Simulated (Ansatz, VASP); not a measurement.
## InF in two plane-wave programs

Aim: how closely do two programs agree when they are given the same cell, functional and k mesh? The cell is generated by rule, not measured, and may not be a known phase. The cell is taken from a series of runs on this material, whose earlier steps may have relaxed, scaled, displaced or heated it; both programs get it as it stands.

Calculated with Ansatz 0.2.0; plane waves, with VASP 6.6.1 beside it; zone-centre phonons at PBEsol.

### Step 1. The starting structure

The structure is tetragonal, space group P4/mmm (No. 123). Conventional cell: a = 3.506 Å, b = 3.506 Å, c = 2.883 Å, α = 90.00°, β = 90.00°, γ = 90.00°. Nearest to In lie 4 F at 2.48 Å. F has 4 In at 2.48 Å nearest. Farther neighbours and most contacts between anions are not listed.

Structure file:

```cif
data_structure
_symmetry_space_group_name_H-M 'P 1'
_symmetry_Int_Tables_number 1
_cell_length_a 3.5062
_cell_length_b 3.5062
_cell_length_c 2.8829
_cell_angle_alpha 90.000
_cell_angle_beta 90.000
_cell_angle_gamma 90.000
_cell_volume 35.44
loop_
_atom_site_label
_atom_site_type_symbol
_atom_site_fract_x
_atom_site_fract_y
_atom_site_fract_z
_atom_site_occupancy
In1 In 0.00000 0.00000 0.00000 1
F2 F 0.50000 0.50000 0.00000 1
```

### Step 2. VASP: zone-centre phonons, PBEsol, pair 1

Second derivatives magnify differences that forces hide, and they need a tight electronic threshold.

Lines of VASP's logs that name or quote its potential files are left out, and so is its time.

Contents of INCAR:

```
SYSTEM = InF
PREC = Accurate
ENCUT = 600
EDIFF = 1E-08
NELM = 120
ISMEAR = 1
SIGMA = 0.2
LREAL = .FALSE.
ALGO = Normal
GGA = PS
NBANDS = 16
LORBIT = 11
LWAVE = .FALSE.
LCHARG = .FALSE.
ISIF = 2
IBRION = 8
LASPH = .TRUE.
GGA_COMPAT = .FALSE.
KPAR = 2
```

Contents of POSCAR:

```
InF
1.0
    3.5061615650      0.0000000000      0.0000000000
    0.0000000000      3.5061615650      0.0000000000
    0.0000000000      0.0000000000      2.8828634598
In F
1 1
Direct
    0.0000000000      0.0000000000      0.0000000000
    0.5000000000      0.5000000000      0.0000000000
```

Contents of KPOINTS:

```
Automatic mesh
0
Gamma
12 12 14
0 0 0
```

Potentials, in the order of the species: In_d and F (PBE family, release 64).

Started as:

```sh
> mpirun -np 2 vasp_std
```

Numbers of over 12 decimals in the logs are rounded to 6 here.

The log of the run:

```text
[banner, memory and clock lines left out]
running    2 mpi-ranks, on    1 nodes
 distrk:  each k-point on    1 cores,    2 groups
 distr:  one band on    1 cores,    1 groups

 POSCAR found type information on POSCAR InF
 POSCAR found :  2 types and       2 ions
|                                                                             |
|               ----> ADVICE to this user running VASP <----                  |
|                                                                             |
|     You enforced a specific xc type in the INCAR file but a different       |
|     [... a line on the potential file left out ...]
|     I HOPE YOU KNOW WHAT YOU ARE DOING!                                     |
|                                                                             |

 LDA part: xc-table for (Slater+PW92), standard interpolation
 POSCAR, INCAR and KPOINTS ok, starting setup
 FFT: planning ... GRIDC
 FFT: planning ... GRID_SOFT
 FFT: planning ... GRID
 WAVECAR not read
 entering main loop
       N       E                     dE             d eps       ncg     rms          rms(c)
DAV:   1     0.168766558560E+03    0.16877E+03   -0.11308E+04  7256   0.181E+03
DAV:   2     0.374655632350E+01   -0.16502E+03   -0.15675E+03  8000   0.402E+02
DAV:   3    -0.852694364759E+01   -0.12273E+02   -0.12219E+02  8704   0.107E+02
DAV:   4    -0.879362349903E+01   -0.26668E+00   -0.26663E+00  8448   0.160E+01
DAV:   5    -0.880556406611E+01   -0.11941E-01   -0.11940E-01  9608   0.314E+00    0.539E+00
DAV:   6    -0.804603632892E+01    0.75953E+00   -0.30063E+00  9896   0.197E+01    0.312E+00
DAV:   7    -0.801624425281E+01    0.29792E-01   -0.20584E-01  7440   0.334E+00    0.119E+00
DAV:   8    -0.799940154103E+01    0.16843E-01   -0.26682E-02  9208   0.166E+00    0.337E-01
DAV:   9    -0.799798387686E+01    0.14177E-02   -0.47938E-03 10800   0.750E-01    0.121E-01
DAV:  10    -0.799806280178E+01   -0.78925E-04   -0.55078E-04  8856   0.320E-01    0.523E-02
DAV:  11    -0.799808129841E+01   -0.18497E-04   -0.38750E-05 10616   0.737E-02    0.178E-02
DAV:  12    -0.799808175547E+01   -0.45706E-06   -0.75026E-06  8800   0.272E-02    0.329E-03
DAV:  13    -0.799808169963E+01    0.55833E-07   -0.55617E-07  9008   0.616E-03    0.124E-03
DAV:  14    -0.799808163196E+01    0.67671E-07   -0.55488E-08  8592   0.172E-03    0.421E-04
DAV:  15    -0.799808161711E+01    0.14852E-07   -0.12692E-08  5136   0.939E-04    0.141E-04
DAV:  16    -0.799808161622E+01    0.88949E-09   -0.22368E-09  4112   0.529E-04
   1 F= -.79980816E+01 E0= -.79982674E+01  d E =0.557247E-03
 Linear response reoptimize wavefunctions to high precision
DAV:   1    -0.799808161680E+01   -0.57889E-09   -0.37483E-10  4568   0.189E-04
DAV:   2    -0.799808161684E+01   -0.37289E-10   -0.88868E-11  3944   0.960E-05
 Linear response DOF=           4
 Linear response progress:
  Degree of freedom:   1/  4
       N       E                     dE             d eps       ncg     rms          rms(c)
RMM:   1    -0.233442488559E+00   -0.23344E+00   -0.12941E-01 16337   0.492E+00
RMM:   2    -0.235705472085E+00   -0.22630E-02   -0.13412E-02 20326   0.949E-01    0.873E-02
RMM:   3    -0.235485712352E+00    0.21976E-03   -0.13940E-03 21457   0.278E-01    0.339E-02
RMM:   4    -0.235206378626E+00    0.27933E-03   -0.10730E-04 22779   0.923E-02    0.195E-02
RMM:   5    -0.235071136820E+00    0.13524E-03   -0.16040E-05 22576   0.349E-02    0.608E-03
RMM:   6    -0.235037771222E+00    0.33366E-04   -0.26220E-06 23096   0.142E-02    0.982E-04
RMM:   7    -0.235048320390E+00   -0.10549E-04   -0.61020E-07 23614   0.599E-03    0.285E-04
RMM:   8    -0.235047602706E+00    0.71768E-06   -0.11887E-07 24291   0.235E-03    0.365E-04
RMM:   9    -0.235048570530E+00   -0.96782E-06   -0.23230E-08 23679   0.983E-04    0.702E-04
RMM:  10    -0.235048111728E+00    0.45880E-06   -0.62934E-09 22424   0.510E-04    0.897E-05
RMM:  11    -0.235048046917E+00    0.64811E-07   -0.37458E-09 24681   0.208E-04    0.566E-05
RMM:  12    -0.235048003469E+00    0.43448E-07   -0.11290E-09 24490   0.868E-05    0.537E-05
RMM:  13    -0.235047884054E+00    0.11941E-06   -0.41515E-10 24224   0.439E-05    0.232E-05
RMM:  14    -0.235047925888E+00   -0.41834E-07    0.22230E-10 23772   0.217E-05    0.119E-05
RMM:  15    -0.235047976808E+00   -0.50920E-07   -0.50272E-14 23472   0.122E-05    0.562E-07
RMM:  16    -0.235047973437E+00    0.33708E-08    0.94316E-11 20188   0.620E-06    0.642E-07
 first order change of Fermi-energy  -0.19117E-03
 force on displaced ion       1 direction 1 :  -0.197   0.000   0.000
 Linear response progress:
  Degree of freedom:   2/  4
       N       E                     dE             d eps       ncg     rms          rms(c)
RMM:   1    -0.223372224593E+00   -0.22337E+00   -0.15059E-01  9526   0.406E+00
RMM:   2    -0.226665022659E+00   -0.32928E-02   -0.13056E-02 11830   0.840E-01    0.959E-02
RMM:   3    -0.226201430875E+00    0.46359E-03   -0.13115E-03 12139   0.247E-01    0.437E-02
RMM:   4    -0.225767583870E+00    0.43385E-03   -0.10389E-04 12478   0.772E-02    0.194E-02
RMM:   5    -0.225671226349E+00    0.96358E-04   -0.13100E-05 12696   0.278E-02    0.885E-03
RMM:   6    -0.225693717635E+00   -0.22491E-04   -0.16821E-06 13044   0.102E-02    0.413E-03
RMM:   7    -0.225711810836E+00   -0.18093E-04   -0.30215E-07 13034   0.416E-03    0.165E-03
RMM:   8    -0.225717428821E+00   -0.56180E-05   -0.62756E-08 12684   0.178E-03    0.514E-04
RMM:   9    -0.225713874281E+00    0.35545E-05   -0.99694E-09 13730   0.745E-04    0.355E-04
RMM:  10    -0.225713843542E+00    0.30740E-07    0.27748E-09 13973   0.314E-04    0.399E-04
RMM:  11    -0.225713443416E+00    0.40013E-06    0.11753E-08 13829   0.132E-04    0.505E-04
RMM:  12    -0.225713116122E+00    0.32729E-06    0.80834E-09 13686   0.620E-05    0.927E-04
RMM:  13    -0.225713408404E+00   -0.29228E-06    0.58908E-09 13193   0.334E-05    0.387E-04
RMM:  14    -0.225713534075E+00   -0.12567E-06    0.42089E-09 13626   0.190E-05    0.736E-05
RMM:  15    -0.225713539376E+00   -0.53012E-08    0.30824E-09 12278   0.961E-06    0.613E-06
 first order change of Fermi-energy   0.47530E-04
 force on displaced ion       1 direction 3 :   0.000  -0.000  -0.372
 Linear response progress:
  Degree of freedom:   3/  4
       N       E                     dE             d eps       ncg     rms          rms(c)
RMM:   1    -0.544032666917E+00   -0.54403E+00    0.78624E-01 25788   0.412E+00
RMM:   2    -0.534958144506E+00    0.90745E-02   -0.29814E-02 20530   0.138E+00    0.962E-02
RMM:   3    -0.535420301181E+00   -0.46216E-03   -0.39197E-03 21946   0.484E-01    0.538E-02
RMM:   4    -0.536690343891E+00   -0.12700E-02   -0.46996E-04 21533   0.164E-01    0.106E-02
RMM:   5    -0.536723599835E+00   -0.33256E-04   -0.52579E-05 23341   0.546E-02    0.494E-03
RMM:   6    -0.536667008799E+00    0.56591E-04   -0.71275E-06 22873   0.174E-02    0.268E-03
RMM:   7    -0.536659249960E+00    0.77588E-05   -0.13481E-06 23849   0.687E-03    0.685E-04
RMM:   8    -0.536657570044E+00    0.16799E-05   -0.18210E-07 24089   0.231E-03    0.291E-04
RMM:   9    -0.536658464524E+00   -0.89448E-06   -0.31005E-08 24253   0.866E-04    0.185E-04
RMM:  10    -0.536658590144E+00   -0.12562E-06   -0.49347E-09 25172   0.306E-04    0.113E-04
RMM:  11    -0.536658843699E+00   -0.25355E-06   -0.78548E-10 23664   0.107E-04    0.193E-05
RMM:  12    -0.536658975332E+00   -0.13163E-06   -0.15806E-10 23701   0.466E-05    0.856E-07
RMM:  13    -0.536658974232E+00    0.10997E-08    0.23919E-10 24144   0.188E-05    0.170E-06
 first order change of Fermi-energy  -0.15885E-03
 force on displaced ion       2 direction 1 :  -0.202   0.000   0.000
 Linear response progress:
  Degree of freedom:   4/  4
       N       E                     dE             d eps       ncg     rms          rms(c)
RMM:   1    -0.527009674146E+00   -0.52701E+00    0.61625E-01 13419   0.379E+00
RMM:   2    -0.524499202565E+00    0.25105E-02   -0.97121E-03 11828   0.819E-01    0.865E-02
RMM:   3    -0.525388468718E+00   -0.88927E-03   -0.13048E-03 12261   0.282E-01    0.524E-02
RMM:   4    -0.526690567692E+00   -0.13021E-02   -0.21295E-04 12213   0.118E-01    0.944E-03
RMM:   5    -0.526765017969E+00   -0.74450E-04   -0.28384E-05 12943   0.417E-02    0.433E-03
RMM:   6    -0.526730199142E+00    0.34819E-04   -0.45364E-06 12851   0.154E-02    0.991E-04
RMM:   7    -0.526717273030E+00    0.12926E-04   -0.80954E-07 13352   0.573E-03    0.305E-04
RMM:   8    -0.526720672581E+00   -0.33996E-05   -0.11773E-07 13364   0.204E-03    0.124E-04
RMM:   9    -0.526720363522E+00    0.30906E-06   -0.63794E-09 13862   0.649E-04    0.957E-05
RMM:  10    -0.526719378839E+00    0.98468E-06   -0.18534E-09 13095   0.244E-04    0.279E-05
RMM:  11    -0.526719946391E+00   -0.56755E-06    0.69518E-09 13175   0.967E-05    0.614E-06
RMM:  12    -0.526719930479E+00    0.15912E-07    0.38915E-09 14242   0.374E-05    0.312E-06
RMM:  13    -0.526719923792E+00    0.66873E-08    0.43266E-10 11287   0.142E-05    0.199E-06
 first order change of Fermi-energy   0.29026E-04
 force on displaced ion       2 direction 3 :   0.000  -0.000  -0.395
 Linear response finished
```

OUTCAR, selected parts (step 2):

```text
ion  position               nearest neighbor table
   1  0.000  0.000  0.000-   2 2.48   2 2.48   2 2.48   2 2.48
   2  0.500  0.500  0.000-   1 2.48   1 2.48   1 2.48   1 2.48

  LATTYP: Found a simple tetragonal cell.
 ALAT       =     3.5061615650
 C/A-ratio  =     0.8222277857

 Subroutine GETGRP returns: Found 16 space group operations
 (whereof 16 operations were pure point group operations)

The static configuration has the point symmetry D_4h.

 Found    224 irreducible k-points:

   k-points           NKPTS =    224   k-points in BZ     NKDIM =    224   number of bands    NBANDS=     16

   dimension x,y,z NGX =    28 NGY =   28 NGZ =   24
   dimension x,y,z NGXF=    56 NGYF=   56 NGZF=   48

   ENCUT  =  600.0 eV  44.10 Ry    6.64 a.u.   7.00  7.00  5.76*2*pi/ulx,y,z

   NELECT =      20.0000    total number of electrons

 k-points in reciprocal lattice and weights: Automatic mesh
   0.00000000  0.00000000  0.00000000       0.000
   0.08333333  0.00000000  0.00000000       0.002
   0.16666667  0.00000000  0.00000000       0.002
   0.25000000  0.00000000  0.00000000       0.002
   0.33333333  0.00000000  0.00000000       0.002
   0.41666667  0.00000000  0.00000000       0.002
   0.50000000  0.00000000  0.00000000       0.001
   0.08333333  0.08333333  0.00000000       0.002
   0.16666667  0.08333333  0.00000000       0.004
[...]
0.50000000  0.41666667  0.50000000       0.002
   0.50000000  0.50000000  0.50000000       0.000

 average (electrostatic) potential at core
       1 -95.3488       2 -74.1368

  Total       -0.0180803     -0.0180803     -0.0390966      0.0000000     -0.0000000      0.0000000
  in kB       -0.8173889     -0.8173889     -1.7675073      0.0000000     -0.0000000      0.0000000
  external PRESSURE =      -1.1340950 kB  Pullay stress =       0.0000000 kB

  energy-cutoff  :      600.00
  volume of cell :       35.44
      direct lattice vectors                 reciprocal lattice vectors
     3.506161565  0.000000000  0.000000000     0.285212185  0.000000000  0.000000000
     0.000000000  3.506161565  0.000000000     0.000000000  0.285212185  0.000000000
     0.000000000  0.000000000  2.882863460     0.000000000  0.000000000  0.346877337

 POSITION                                       TOTAL-FORCE (eV/Angst)
 -----------------------------------------------------------------------------------
      0.00000      0.00000      0.00000         0.000000      0.000000      0.000000
      1.75308      1.75308      0.00000         0.000000      0.000000      0.000000
 -----------------------------------------------------------------------------------
    total drift:                                0.000000      0.000000      0.000000

 Eigenvectors and eigenvalues of the dynamical matrix
 ----------------------------------------------------

   1 f  =    2.423484 THz    15.227198 2PiTHz   80.838717 cm-1    10.022719 meV
             X         Y         Z           dx          dy          dz
      0.000000  0.000000  0.000000    -0.000000    0.000000   -0.367096
      1.753081  1.753081  0.000000     0.000000    0.000000    0.930183

   2 f  =    1.737712 THz    10.918369 2PiTHz   57.963844 cm-1     7.186598 meV
             X         Y         Z           dx          dy          dz
      0.000000  0.000000  0.000000     0.000000    0.372670    0.000000
      1.753081  1.753081  0.000000     0.000000   -0.927964    0.000000

   3 f  =    1.737712 THz    10.918369 2PiTHz   57.963844 cm-1     7.186598 meV
             X         Y         Z           dx          dy          dz
      0.000000  0.000000  0.000000     0.372670   -0.000000   -0.000000
      1.753081  1.753081  0.000000    -0.927964    0.000000    0.000000

   4 f/i=    0.007717 THz     0.048487 2PiTHz    0.257408 cm-1     0.031915 meV
             X         Y         Z           dx          dy          dz
      0.000000  0.000000  0.000000    -0.927964    0.000000   -0.000000
      1.753081  1.753081  0.000000    -0.372670   -0.000000    0.000000

   5 f/i=    0.007717 THz     0.048487 2PiTHz    0.257408 cm-1     0.031915 meV
             X         Y         Z           dx          dy          dz
      0.000000  0.000000  0.000000    -0.000000    0.927964    0.000000
      1.753081  1.753081  0.000000    -0.000000    0.372670    0.000000

   6 f/i=    0.025304 THz     0.158989 2PiTHz    0.844046 cm-1     0.104648 meV
             X         Y         Z           dx          dy          dz
      0.000000  0.000000  0.000000     0.000000   -0.000000    0.930183
      1.753081  1.753081  0.000000    -0.000000    0.000000    0.367096

 ELASTIC MODULI CONTR FROM IONIC RELAXATION (kBar)
 Direction    XX          YY          ZZ          XY          YZ          ZX
 --------------------------------------------------------------------------------
 XX           0.0000      0.0000      0.0000      0.0000      0.0000      0.0000
 YY           0.0000      0.0000      0.0000      0.0000      0.0000      0.0000
 ZZ           0.0000      0.0000      0.0000      0.0000      0.0000      0.0000
 XY           0.0000      0.0000      0.0000      0.0000      0.0000      0.0000
 YZ           0.0000      0.0000      0.0000      0.0000      0.0000      0.0000
 ZX           0.0000      0.0000      0.0000      0.0000      0.0000      0.0000
 --------------------------------------------------------------------------------
```

[end of part 1 of 2]

[Lines on the potential files, build, host, timing and source positions are cut from VASP's logs without a mark.]

[Logs are printed without paths, hosts, clocks, repeated set-up lines and the standing remarks that a program may print on its own settings, such as how far it seeks lower states.]

[Hosts, paths, dates, database ids (printed as entryN), source tags and the programs' standing remarks are cut or masked in the printed files.]
